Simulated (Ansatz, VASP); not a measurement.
This is a calculation of CdS (Greenockite) for Ansatz 0.2.0.

Contents of input.yaml:

```yaml
crystal:
  lattice:
    - [4.1774842447, 0.0, 0.0]
    - [-2.0887421223, 3.6178074798, 0.0]
    - [0.0, 0.0, 6.7816171943]
  atoms:
    - { symbol: Cd, position: [0.6666666667, 0.3333333333, 0.5] }
    - { symbol: Cd, position: [0.3333333333, 0.6666666667, 0.0] }
    - { symbol: S, position: [0.6666666667, 0.3333333333, 0.875] }
    - { symbol: S, position: [0.3333333333, 0.6666666667, 0.375] }
kpoints:
  mp_grid: { grid: [7, 7, 4] }
scf:
  occupations: { method: fermi_dirac, width: 0.05 }
hamiltonian:
  xc: pbe
  pseudopotentials: { kind: all_electron, lapw: { basis_error: 0.001 } }
output:
  forces: true
  stress: true
  eigenvalues: true
```

Potentials or basis: all-electron LAPW, scalar-relativistic.

Command:

```console
$ ansatz run input.yaml --threads 2 --pin off --max-ram 6144MiB --backend cpu --events-out ev --progress --plain --runs-dir out
```

Set up the same calculation for VASP 6.6.1. Potentials there: VASP PAW PBE potentials, release 64 (Cd, S).

As run (the cutoff follows the program's own potentials):

INCAR

```
  PREC = Accurate
  ENCUT = 520
  EDIFF = 1E-6
  ISMEAR = -1
  SIGMA = 0.05
  LREAL = False
  LASPH = True
  NELM = 80
  ALGO = Normal
  ISIF = 2
  LWAVE = False
  LCHARG = True
  GGA = PE
  LELF = True
  LVHAR = True
  NBANDS = 26
```

File KPOINTS:

```
regular mesh
0
Gamma
  7 7 4
```

POSCAR

```
CdS
1.0
    4.1774842447      0.0000000000      0.0000000000
   -2.0887421223      3.6178074798      0.0000000000
    0.0000000000      0.0000000000      6.7816171943
Cd S
2 2
Direct
    0.6666666667      0.3333333333      0.5000000000
    0.3333333333      0.6666666667      0.0000000000
    0.6666666667      0.3333333333      0.8750000000
    0.3333333333      0.6666666667      0.3750000000
```

Potentials or basis: VASP PAW PBE potentials, release 64 (Cd, S).

Launch:

```bash
$ cat potpaw_PBE.64/Cd/POTCAR potpaw_PBE.64/S/POTCAR > POTCAR
$ mpirun -np 1 vasp_std > vasp.out
```

Both were run:

|  | VASP | Ansatz | Ansatz less VASP |
| --- | --- | --- | --- |
| gap on the k mesh at the Fermi level (eV) | 1.15 | 1.15 | -0.002 |
| least direct gap on the mesh (eV) | 1.15 | 1.15 | -0.002 |
| pressure (GPa) | 1.2 | 0.9 | -0.28 |
| largest component of the traceless stress (GPa) | 0.40 | 0.38 | -0.013 |
| rms of the force components (eV/Å) | 0.038 | 0.037 | -0.0007 |

Atom by atom the forces differ by 0.001 eV/Å (rms over components). Ansatz ran all-electron here, so the differences hold the error of VASP's frozen core and of both bases.
